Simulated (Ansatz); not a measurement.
**Structure search for Sr₃Ti₂O₃**

Method: DFT PBE, scalar-relativistic, plane waves, PAW in Ansatz 0.2.0. All cells share a 420 eV cutoff and Γ-centred k meshes spaced at most about 0.3 Å⁻¹ (about 0.25 or finer for metals, 2π included). Spin is collinear in cells that carry moments; the others ran without spin or lost their moments.

Formation energies are uncorrected and refer to the elements' standard structures at the same level (O₂ as a molecule).

These are static total energies at zero pressure. Only the structures computed here compete, so a lower one can exist. Another magnetic order may lie lower.

Invented guesses were relaxed alike, and ends that match in structure, energy and magnetic state were merged. ΔE counts from the first row. Coordination counts O atoms around Sr and Ti (those within 1.25 times the shortest such distance or 1.15 times the sum of covalent radii; a slash parts the counts of unlike sites).

```json
{"#": "1", "reached from": "Ti3In3Rh2 type (P-62m)", "type and space group": "P-62m (No. 189)", "atoms": "8", "Å³/atom": "25.0", "coordination": "Sr 2, Ti 3", "ΔE (meV/atom)": "0", "gap on mesh (eV)": "0.00", "moments": "parallel, 0.5 μB"}
{"#": "2", "reached from": "Ti3In3Rh2 type (P-62m)", "type and space group": "P-62m (No. 189)", "atoms": "8", "Å³/atom": "25.0", "coordination": "Sr 2, Ti 3", "ΔE (meV/atom)": "24", "gap on mesh (eV)": "0.00", "moments": "none"}
{"#": "3", "reached from": "random cell", "type and space group": "R-3m (No. 166)", "atoms": "8", "Å³/atom": "32.9", "coordination": "Sr 3/6, Ti 3", "ΔE (meV/atom)": "95", "gap on mesh (eV)": "0.00", "moments": "parallel, 0.8 μB"}
{"#": "4", "reached from": "random cell", "type and space group": "P6/mmm (No. 191)", "atoms": "8", "Å³/atom": "27.3", "coordination": "Sr 2, Ti 3", "ΔE (meV/atom)": "193", "gap on mesh (eV)": "0.00", "moments": "parallel, 0.6 μB"}
```

The lowest: Space group P-62m (No. 189), hexagonal, a = 6.676 Å, c = 5.191 Å. Around Sr lie 2 O at 2.70 Å and 4 Ti at 3.40 Å; around Ti lie 3 O at 1.95 Å and 6 Sr at 3.40 Å; around O lie 2 Ti at 1.95 Å and 2 Sr at 2.70 Å. Its energy over the elements is −1.59 eV/atom. It lies below the elements, which doesn't yet make it stable against other compounds or structures. An observed structure of this formula, if there is one, may be missing.

```cif
data_structure
_symmetry_space_group_name_H-M 'P-62m'
_symmetry_Int_Tables_number 189
_cell_length_a 6.6758
_cell_length_b 6.6758
_cell_length_c 5.1907
_cell_angle_alpha 90.000
_cell_angle_beta 90.000
_cell_angle_gamma 120.000
_cell_volume 200.34
loop_
_atom_site_label
_atom_site_type_symbol
_atom_site_symmetry_multiplicity
_atom_site_Wyckoff_symbol
_atom_site_fract_x
_atom_site_fract_y
_atom_site_fract_z
_atom_site_occupancy
Sr1 Sr 3 g 0.34241 0.00000 0.50000 1
Ti1 Ti 2 c 0.33333 0.66667 0.00000 1
O1 O 3 f 0.45270 0.00000 0.00000 1
```

The second: Space group P-62m (No. 189), hexagonal, a = 6.635 Å, c = 5.242 Å. Around Sr lie 2 O at 2.72 Å and 4 Ti at 3.41 Å; around Ti lie 3 O at 1.94 Å and 6 Sr at 3.41 Å; around O lie 2 Ti at 1.94 Å and 2 Sr at 2.72 Å. Counting O atoms around Sr and Ti, the first and the second both have Sr 2, Ti 3. The first is the arrangement of the second with parallel moments up to 0.5 μB. Cells relaxed within their symmetry can be saddle points. Some structure types and database cells were kept out of the candidates from the start, so a known form may be missing.
